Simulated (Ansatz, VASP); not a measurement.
## One calculation of CO, two programs

The input INCAR:

```
PREC = Accurate
ENCUT = 520
EDIFF = 1E-6
ISMEAR = 0
SIGMA = 0.01
LREAL = False
LASPH = True
NELM = 80
ALGO = Normal
ISIF = 2
LWAVE = False
LCHARG = False
GGA = PE
NBANDS = 30
```

KPOINTS

```
regular mesh
0
Gamma
  4 3 2
```

The input POSCAR:

```
CO
1.0
    4.1711480000      0.0000000000      0.0000000000
    0.0000000000      6.2988290000      0.0000000000
    0.0000000000      0.0000000000      7.9488460000
C O
4 4
Direct
    0.5479370000      0.4962930000      0.6023320000
    0.0479370000      0.0037070000      0.3976680000
    0.4520630000      0.9962930000      0.8976680000
    0.9520630000      0.5037070000      0.1023320000
    0.9392500000      0.9682700000      0.5267160000
    0.4392500000      0.5317300000      0.4732840000
    0.0607500000      0.4682700000      0.9732840000
    0.5607500000      0.0317300000      0.0267160000
```

Input for Ansatz:

```yaml
crystal:
  lattice:
    - [4.171148, 0.0, 0.0]
    - [0.0, 6.298829, 0.0]
    - [0.0, 0.0, 7.948846]
  atoms:
    - { symbol: C, position: [0.547937, 0.496293, 0.602332] }
    - { symbol: C, position: [0.047937, 0.003707, 0.397668] }
    - { symbol: C, position: [0.452063, 0.996293, 0.897668] }
    - { symbol: C, position: [0.952063, 0.503707, 0.102332] }
    - { symbol: O, position: [0.93925, 0.96827, 0.526716] }
    - { symbol: O, position: [0.43925, 0.53173, 0.473284] }
    - { symbol: O, position: [0.06075, 0.46827, 0.973284] }
    - { symbol: O, position: [0.56075, 0.03173, 0.026716] }
basis:
  ecutwfc: 421.77648681281397
kpoints:
  mp_grid:
    grid: [4, 3, 2]
scf:
  occupations:
    method: fixed
output:
  band_densities:
    - { bands: [v1, v1] }
    - { bands: [c1, c1] }
```

The cell comes from a database or a generator and needn't be the stable form of this composition.

Alike in both runs: task single point; functional PBE; k mesh 4 × 3 × 2; no spin polarisation.

|  | VASP | Ansatz |
| --- | --- | --- |
| version | VASP 6.6.1 | Ansatz 0.2.0 |
| potentials or method | VASP PAW PBE potentials, release 64 (C, O) | plane waves, PAW |
| plane-wave cutoff (eV) | 520 | 422 |
| occupations | gaussian, width 0.01 eV | fixed |
| valence electrons in the cell | 40 | 40 |

|  | VASP | Ansatz | Ansatz less VASP |
| --- | --- | --- | --- |
| gap on the k mesh at the Fermi level (eV) | 5.95 | 5.96 | +0.003 |

Caveats: the standard files for N, O and F lose accuracy on very short bonds; an odd mesh through Γ misses points on the zone boundary, where band edges often lie.
